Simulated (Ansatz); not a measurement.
The cell comes from COD entry 1509194, which wasn't checked; take it as a given geometry. The listed cell was then made from it by scaling, straining or moving an atom.

An input for Ag: DFT, PBE, all-electron PAW with datasets made for the crystal, scalar-relativistic (Ansatz 0.2.0).

Command: `ansatz run input.yaml --threads 1 --pin off --max-ram 4096MiB --backend cpu --events-out ev --progress --plain --runs-dir out` The run took 25 s on 1 thread of Intel(R) Xeon(R) Platinum 8259CL CPU @ 2.50GHz (Skylake/Cascade Lake), on a shared host, peak memory 0.7 GiB.

```yaml
crystal:
  lattice:
    - [2.8471914389, 0.0, 0.0]
    - [-1.4235957195, 2.4657401156, 0.0]
    - [0.0, 0.0, 9.8648482973]
  atoms:
    - { symbol: Ag, position: [0.3333333333, 0.6666666667, 0.25] }
    - { symbol: Ag, position: [0.6666666667, 0.3333333333, 0.75] }
    - { symbol: Ag, position: [0.0, 0.0, 0.0] }
    - { symbol: Ag, position: [0.0, 0.0, 0.5] }
kpoints:
  mp_grid: { grid: [14, 14, 4] }
scf:
  occupations: { method: fermi_dirac, width: 0.08 }
hamiltonian:
  xc: pbe
  pseudopotentials: { kind: all_electron, datasets: crystal }
output:
  forces: true
  stress: true
  eigenvalues: true
  efg: { contact_densities: true }
```

Set-up and iterations as logged by Ansatz (the results part is left out, to be predicted):

```
hamiltonian.pseudopotentials.datasets: crystal makes datasets for this crystal and solves the spheres of its atoms anew in each pass: cutoff 260.0 eV, the density's 1040.0 eV; for an error of 0.50 meV an atom under PBE, 2.0 meV for the cell; an energy difference from a run of another recipe may be off by several times the error for the cell, under r2SCAN by more, where some 0.1 meV an atom stays at smaller errors; Ag in spheres of 1.376 Å, 11 of its electrons in bands, 8 on its site; only band paths and densities of states list, in semicore columns, the levels of the semicore shells that are solved separately: 4s of Ag, 4p of Ag
Engine: ansatz 0.2.0
Pseudopotentials: kind: all_electron
Pseudopotential: Ag, paw, valence charge 19, recommended cutoff 260 eV (normal), Koelling and Harmon's equation, gaussian nucleus
Functional definition: PBE
  parameter kappa = 0.804
  parameter beta = 0.06672455060314922
  exchange = pbe_x(kappa = kappa, mu = beta*pi^2/3)
  correlation = pbe_c(beta = beta)
Crystal: 4 atoms, lattice volume = 69.256 Å³
Basis set: ecut = 260 eV, 661 PW (Γ), exchange–correlation on 30×30×108 points (8 copies of the dense FFT grid, shifted against one another)
Bands: 27, of which v1, the nominal top of the filled ones, is band 22 counted from 1 (21 counted from 0)
Symmetry: 24 space group operations
Space group: P63/mmc (ITA 194), of the structure as read, at distance tolerance 4.1e-5 Å
k-points: 72 of 784
Non-local potential: Ag, projectors of the file, l = 0: 1, l = 1: 1, l = 2: 2
PAW form: soft (Blöchl's): semilocal exchange-correlation on the pseudo side does not see the compensation charge
PAW one-centre angular grid: Ag, 590 points (default); XC on its mesh's 1875 points in the sphere
Initial density: superposition of atomic densities (neutral atoms: chi_scale 0, normalization atom)
Initial wavefunctions: pseudopotential atomic-orbital guess
Functional: x = pbe(κ = 0.804, μ = 0.2195149727645171), c = pbe(β = 0.06672455060314922)
iter 1 solved again at ethr=9.31e-3 eV; its pass at ethr=1.00e-1 eV (dr2=4.10e0 eV) is discarded
SCF iter   1: F=—  HF=-578626.212312 eV  |F-HF|=—  |Δ(HF+E_count)|=         —  Δρ=7.48e-2  dr2=4.02e0  ethr=9.31e-3  ⟨swp⟩=2.5  Hψ=9587  notcnv=0
SCF iter   2: F=—  HF=-578625.387628 eV  |F-HF|=—  |Δ(HF+E_count)|=   8.25e-1  Δρ=3.09e-2  dr2=7.52e-1  ethr=9.14e-3  ⟨swp⟩=2.1  Hψ=3892  notcnv=0
iter 3 solved again at ethr=1.91e-5 eV; its pass at ethr=1.71e-3 eV (dr2=8.40e-3 eV) is discarded
SCF iter   3: F=—  HF=-578625.090443 eV  |F-HF|=—  |Δ(HF+E_count)|=   2.97e-1  Δρ=3.51e-3  dr2=7.96e-3  ethr=1.91e-5  ⟨swp⟩=3.0  Hψ=9020  notcnv=0  defer=1
SCF iter   4: F=—  HF=-578625.122923 eV  |F-HF|=—  |Δ(HF+E_count)|=   3.25e-2  Δρ=5.72e-3  dr2=1.95e-2  ethr=1.81e-5  ⟨swp⟩=3.4  Hψ=5387  notcnv=0
SCF iter   5: F=—  HF=-578625.124962 eV  |F-HF|=—  |Δ(HF+E_count)|=   2.04e-3  Δρ=1.38e-3  dr2=2.41e-3  ethr=1.81e-5  ⟨swp⟩=3.0  Hψ=5253  notcnv=0
SCF iter   6: F=—  HF=-578625.128032 eV  |F-HF|=—  |Δ(HF+E_count)|=   3.07e-3  Δρ=8.51e-4  dr2=9.21e-4  ethr=5.48e-6  ⟨swp⟩=3.0  Hψ=5049  notcnv=0
SCF iter   7: F=—  HF=-578625.127808 eV  |F-HF|=—  |Δ(HF+E_count)|=   2.24e-4  Δρ=1.94e-4  dr2=4.49e-5  ethr=2.09e-6  ⟨swp⟩=3.0  Hψ=4145  notcnv=0
SCF iter   8: F=—  HF=-578625.127796 eV  |F-HF|=—  |Δ(HF+E_count)|=   1.20e-5  Δρ=3.01e-5  dr2=6.13e-7  ethr=1.02e-7  ⟨swp⟩=3.0  Hψ=3826  notcnv=0
SCF iter   9: F=-578625.127796 eV  HF=-578625.127796 eV  |F-HF|=6.74e-8  |Δ(HF+E_count)|=   9.60e-8  Δρ=5.74e-6  dr2=7.98e-8  ethr=1.39e-9  ⟨swp⟩=3.0  Hψ=4483  notcnv=0
```

Task: What pressure will this run report?

Result: 3.62 GPa (positive in compression).
